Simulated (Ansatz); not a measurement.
Relaxing PbO2 (CdCl2-type structure)

The computed numbers are results of PBE, scalar-relativistic (no spin polarisation) in the plane-wave PAW code Ansatz at 420 eV, 12×12×12 k-mesh, Gaussian smearing of 0.05 eV. The datasets are Ansatz's generated set soft_2.

The start was a prototype's sites filled with these elements. The Crystallography Open Database lists the compound in space groups Pbcn, P42/mnm, so this is a trial structure.

The start:

```yaml
crystal:
  lattice:
    - [1.58732, 0.91644, 4.79907]
    - [-1.58732, 0.91644, 4.79907]
    - [0.00000, -1.83288, 4.79907]
  atoms:
    - { symbol: Pb, position: [0.00000, 0.00000, 0.00000] }
    - { symbol: O, position: [0.25200, 0.25200, 0.25200] }
    - { symbol: O, position: [0.74800, 0.74800, 0.74800] }
```

The steps in volume:

```tsv
run	level	k-mesh	kind	V (Å³/atom)	P (GPa)	E − E(final) (meV/atom)	gap on the mesh (eV)
1	PBE	12×12×12	cell and atoms relaxed	15.25	0.0	0.0	0.13
2	PBE	12×12×12	cell and atoms relaxed	15.25	0.0	0.0	0.13
```

The cell is relaxed to zero pressure at this level.

The final structure (symmetry read at 0.01 Å). It takes space group R-3m (No. 166, trigonal). The conventional cell has a = 3.446 Å, b = 3.446 Å, c = 13.344 Å, α = 90.00°, β = 90.00°, γ = 120.00°. Pb (site symmetry -3m) is surrounded by 6 O at 2.24 Å. Around O (site symmetry 3m) lie 3 Pb at 2.24 Å. (Shells end 15 % past the nearest neighbour.)

```json
{"atom": "Pb", "site": "3a", "symmetry": "-3m", "x": "0.0000", "y": "0.0000", "z": "0.0000"}
{"atom": "O", "site": "6c", "symmetry": "3m", "x": "0.3333", "y": "0.6667", "z": "0.9223"}
```

- At the final geometry the gap, band path included, is 0.13 eV (close to the smearing width).
- The elastic tensor is positive definite (smallest eigenvalue 9.2 GPa).
- Against the elements' standard states, run alike and uncorrected, the formation energy is -0.71 eV/atom.
- The runs in the table took roughly 2 core-minutes.

**Why it comes out so.**

Bader charges against formal ones: Pb +1.96 (+4), O −0.98 (−2). The cations give up 49 % of the formal charge; Bader charges stay under formal ones because the anions' density reaches into the cations' basins, the more so the higher the formal charge and the softer the anion.

These numbers lack spin–orbit coupling. The structure is built of weakly bound layers, and this functional has no dispersion term, so their spacing and all that hangs on it (volume, the soft elastic constants, low modes, dielectric constants) are poorly given.
